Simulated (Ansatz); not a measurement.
**KF: energy and pressure over a range of volumes**

One table from this session's results is given with a row withheld; the runs are named, their logs left out.

Program: Ansatz 0.2.0. Level of theory: DFT LDA, scalar-relativistic. These are calculated values, not measurements.

### Starting point

The structure is cubic, space group Pm-3m (No. 221). The conventional cell has a = 3.259 Å, b = 3.259 Å, c = 3.259 Å, α = 90.00°, β = 90.00°, γ = 90.00°. Around K (site symmetry m-3m) lie 8 F at 2.82 Å. F (site symmetry m-3m) is surrounded by 8 K at 2.82 Å.

As a file:

```cif
data_structure
_symmetry_space_group_name_H-M 'Pm-3m'
_symmetry_Int_Tables_number 221
_cell_length_a 3.2590
_cell_length_b 3.2590
_cell_length_c 3.2590
_cell_angle_alpha 90.000
_cell_angle_beta 90.000
_cell_angle_gamma 90.000
_cell_volume 34.61
loop_
_atom_site_label
_atom_site_type_symbol
_atom_site_symmetry_multiplicity
_atom_site_Wyckoff_symbol
_atom_site_fract_x
_atom_site_fract_y
_atom_site_fract_z
_atom_site_occupancy
K1 K 1 a 0.00000 0.00000 0.00000 1
F1 F 1 b 0.50000 0.50000 0.50000 1
```

The file gives the conventional cell by its symmetry; the runs use the cell typed in the input.

Structure from a Materials Project entry, not relaxed further.

Atoms are numbered in the order of the input: K1, F2.

Set-up of the first run:

The input, input.yaml:

```yaml
crystal:
  lattice:
    - [3.2149096683, 0.0, 0.0]
    - [0.0, 3.2149096683, 0.0]
    - [0.0, 0.0, 3.2149096683]
  atoms:
    - { symbol: K, position: [0.0, 0.0, 0.0] }
    - { symbol: F, position: [0.5, 0.5, 0.5] }
kpoints:
  mp_grid: { grid: [9, 9, 9] }
scf:
  occupations: { method: fermi_dirac, width: 0.02 }
hamiltonian:
  xc: lda
  pseudopotentials: { kind: all_electron, lapw: { basis_error: 0.0005 } }
output:
  forces: true
  stress: true
  eigenvalues: true
```

Steps of the session up to this table: Volume × 0.96, LAPW; Volume × 0.96, PAW; Volume × 0.96, crystal datasets; Volume × 0.98, LAPW; Volume × 0.98, PAW; Volume × 1.02, LAPW; Volume × 1.02, PAW; Volume × 1.04, LAPW; Volume × 1.04, PAW; Volume × 1.04, crystal datasets.

One table of the session follows, with a row left open; its other results are not shown here.

It belongs to the step «The equation of state». 

```
          method  volume (Å³/atom)  pressure (GPa)  gap on the k mesh (eV)
            LAPW            16.614           -4.80                    6.21
            LAPW            16.960           -5.30                    6.07
            LAPW            17.306           -5.74                    5.93
            LAPW            17.652           -6.11                    5.79
            LAPW            17.999           -6.43                    5.67
             PAW            16.614           -4.81                    6.22
             PAW            16.960               ?                       ?
             PAW            17.306           -5.75                    5.94
             PAW            17.652           -6.13                    5.80
             PAW            17.999           -6.45                    5.68
crystal datasets            16.614           -4.80                    6.21
crystal datasets            17.306           -5.74                    5.93
crystal datasets            17.999           -6.43                    5.67
```

Estimate the missing values for PAW, 16.960.

**Answer.** pressure (GPa): -5.31; gap on the k mesh (eV): 6.08. In the column «pressure (GPa)» it lies between crystal datasets, 17.306 (-5.74) and LAPW, 16.960 (-5.30).

Limits of these values: Warnings in the runs' records: crystal datasets made.
